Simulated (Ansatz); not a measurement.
# Which element?

Cell vectors (Å):

```
0.0000 2.9392 2.9392
2.9392 0.0000 2.9392
2.9392 2.9392 0.0000
```

```csv
atom,a,b,c
X,0.0000,0.0000,0.0000
P,0.7500,0.7500,0.7500
```

Theory: PBEsol, all-electron LAPW in Ansatz 0.2.0, scalar-relativistic. k mesh 6×6×6, fine mesh 12×12×12, fixed occupations, lines of 0.1 eV.

Independent-particle optical response of a crystal from Kohn-Sham bands on the fine mesh, no local fields or excitons; Cartesian axes as in the cell vectors.

```json
{"Fine mesh": "12, 12, 12", "Line width": "0.1 eV", "Further gaussian width": "0.3 eV"}
```

```tsv
photon energy (eV)	dielectric imag xx
1.2	2.11
2.4	9.26
3.6	13.11
4.8	14.73
6	8.13
7.2	3.29
8.4	2.02
9.6	1.27
10.8	0.65
12	0.47
13.2	0.31
14.4	0.2
15.6	0.19
16.8	0.31
18	0.28
19.2	0.39
20.4	0.22
21.6	0.18
22.8	0.21
24	0.18
25.2	0.26
26.4	0.24
27.6	0.22
28.8	0.21
30	0.19
```

Q: All X atoms are one element. Which one was computed?

A: In; the crystal is InP (F-43m).

Known limits: semilocal gaps are low, and what follows the gap (onsets, screening, light masses) shifts with it; filled d bands lie too high at this level, so their transitions start too early; spectra summed at the mesh points alone; narrow gap on a mesh point, low-energy response too large; no spin-orbit coupling on heavy atoms.
